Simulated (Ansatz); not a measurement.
# Sn: the cost of one run

Computed with Ansatz 0.2.0 (DFT PBEsol, scalar-relativistic, plane waves, PAW, unless a step's input says otherwise).

5 further runs of the same task are left out: 1 that didn't finish, 4 set aside as unsound or not needed.

## Step 1: The system as given

It takes space group I4/mmm (No. 139, tetragonal). The conventional cell has a = 3.235 Å, b = 3.235 Å, c = 5.068 Å, α = 90.00°, β = 90.00°, γ = 90.00°. Sn (site symmetry 4/mmm) has 12 Sn at 3.23 to 3.41 Å as nearest neighbours.

Structure file:

```
CELL_PARAMETERS angstrom
3.23465 -3.23465 0.00000
-3.23465 -3.23465 0.00000
0.00000 0.00000 -5.06776
ATOMIC_POSITIONS crystal
Sn 0.00000 0.50000 0.50000
Sn 0.50000 0.50000 0.00000
Sn 0.50000 0.00000 0.50000
Sn 0.00000 0.00000 0.00000
```

It is built from the cell relaxed beforehand with the same method (26.51 Å³/atom).

## Step 2: Zero of the scan

input.yaml

```yaml
crystal:
  lattice:
    - [3.2346532656, -3.2346532656, 0.0]
    - [-3.2346532656, -3.2346532656, 0.0]
    - [0.0, 0.0, -5.0677589066]
  atoms:
    - { symbol: Sn, position: [0.0, 0.5, 0.5] }
    - { symbol: Sn, position: [0.5, 0.5, 0.0] }
    - { symbol: Sn, position: [0.5, 0.0, 0.5] }
    - { symbol: Sn, position: [0.0, 0.0, 0.0] }
basis:
  ecutwfc: 420
kpoints:
  mp_grid: { grid: [8, 8, 8] }
hamiltonian:
  xc: pbesol
scf:
  occupations: { method: gaussian, width: 0.15 }
output:
  forces: true
  stress: true
  eigenvalues: true
  write_density: true
  write_potential: true
  elf: true
  volumetric_format: npy
```

On the command line:

```bash
> ansatz run input.yaml --threads 1 --pin off --max-ram 2560MiB --backend cpu --events-out ev --progress --plain --runs-dir out
```

**Question.** How long does this run take on 1 thread of Arm Neoverse V2, shared host, and how much memory does it need?

About 19 s, with a peak of 0.44 GiB.
